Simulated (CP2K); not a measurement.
Runs of CP2K 2026.2 on Bi2Se3 (Paraguanajuatite). It takes space group R-3m (No. 166, trigonal). Conventional cell: a = 4.143 Å, b = 4.143 Å, c = 28.636 Å, α = 90.00°, β = 90.00°, γ = 120.00°. Around Bi (site symmetry 3m) lie 6 Se at 2.85 to 3.07 Å. Around Se (site symmetry 3m) lie 3 Bi at 2.85 Å. Se (site symmetry -3m) has 6 Bi at 3.07 Å as nearest neighbours. 

```tsv
level	potentials or basis	NGRIDS	points a segment of the path (NPOINTS)	bands added on the path	CUTOFF of the grids	gap on the mesh (eV)	pressure (GPa)	largest force (eV/Å)
LDA	GTH_POTENTIALS Bi GTH-PADE-q5, Se GTH-PADE-q6; TZVP-MOLOPT-PBE-GTH basis	4	10	2	450 Ry	0.10	-1.5	0.20
PBEsol	POTENTIAL_UZH Bi GTH-PBE-q5, Se GTH-PBE-q6; TZVP-MOLOPT-PBE-GTH basis	5	8	4	450 Ry	(d)	1.7	(b)
revPBE	POTENTIAL_UZH Bi GTH-PBE-q5, Se GTH-PBE-q6; TZVP-MOLOPT-PBE-GTH basis	5	6	2	450 Ry	0.24	(a)	0.28
BLYP	GTH_POTENTIALS Bi GTH-BLYP-q5, Se GTH-BLYP-q6; TZVP-MOLOPT-PBE-GTH basis	4	8	4	450 Ry	0.28	5.7	(c)
RPBE	POTENTIAL_UZH Bi GTH-PBE-q5, Se GTH-PBE-q6; TZVP-MOLOPT-PBE-GTH basis	4	8	4	450 Ry	0.26	3.9	0.28
r2SCAN	POTENTIAL_UZH Bi GTH-SCAN-q5, Se GTH-SCAN-q6; TZVP-MOLOPT-SCAN-GTH basis	4	8	6	675 Ry	0.41	0.0	0.17
```

Alike in all rows: task band structure; no spin polarisation; cell as given; k mesh 6 × 6 × 6; smearing fermi-dirac 0.05 eV.

Fill in the values left out.

(a) 3.7; (b) 0.41; (c) 0.25; (d) 0.12.

Caveats: spin-orbit coupling is left out, which as a rule narrows the gap of such compounds by several tenths of an eV; the basis of atomic orbitals isn't converged, which shifts pressures, moduli and gaps; the potentials were made for another functional, which shifts forces and pressure (some runs).

A k mesh can miss the band edges, and the runs leave out spin-orbit coupling on Bi, Se.

Runs at the PBE level aren't shown here.
